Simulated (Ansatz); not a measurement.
GeO2 (alpha-quartz type, space group P3_121)

```yaml
crystal:
  lattice:
    - [5.09349, 0.00000, 0.00000]
    - [-2.54674, 4.41109, 0.00000]
    - [0.00000, 0.00000, 5.76775]
  atoms:
    - { symbol: Ge, position: [0.45565, 0.00000, 0.83333] }
    - { symbol: Ge, position: [0.00000, 0.45565, 0.16667] }
    - { symbol: Ge, position: [0.54435, 0.54435, 0.50000] }
    - { symbol: O, position: [0.39740, 0.29816, 0.74186] }
    - { symbol: O, position: [0.70184, 0.09924, 0.07519] }
    - { symbol: O, position: [0.90076, 0.60260, 0.40853] }
    - { symbol: O, position: [0.09924, 0.70184, 0.92481] }
    - { symbol: O, position: [0.29816, 0.39740, 0.25814] }
    - { symbol: O, position: [0.60260, 0.90076, 0.59147] }
```

The atoms are displaced by Q × the pattern below (from a DFPT mode at Γ, largest move 1; Q in Å), at fixed cell.

```
atom       x       y       z
----  ------  ------  ------
Ge1    0.000  -0.101   0.208
Ge2    0.087   0.050   0.208
Ge3   -0.087   0.050   0.208
O4    -0.408   0.781  -0.473
O5    -0.472  -0.744  -0.473
O6     0.881  -0.037  -0.473
O7     0.408   0.781  -0.473
O8    -0.881  -0.037  -0.473
O9     0.472  -0.744  -0.473
```

Level of theory: PBE (plane waves to 420 eV, PAW, scalar-relativistic; Ansatz, a program for electronic structure). k mesh 8×8×6 (Γ-centred), Fermi-Dirac smearing 0.05 eV. E stands for the smeared free energy. GeO2 was relaxed with its symmetry unable to fall. The zero of ΔE is the undisplaced structure.

```tsv
Q (Å)	ΔE (meV/cell)
-0.180	4414
-0.120	1880
-0.060	458
0.000	0
0.060	458
0.120	1880
0.180	4414
```

Problem. Which DFPT wavenumber at Γ belongs to this mode?
(A) 110 cm⁻¹
(B) 798 cm⁻¹
(C) 406 cm⁻¹
(D) 538 cm⁻¹

Solution. B, 798 cm⁻¹. The curvature of the scan gives 798 cm⁻¹

(A displaced cell: forces are minus the slopes of the energy, force constants its curvatures, and phonons follow from these.)
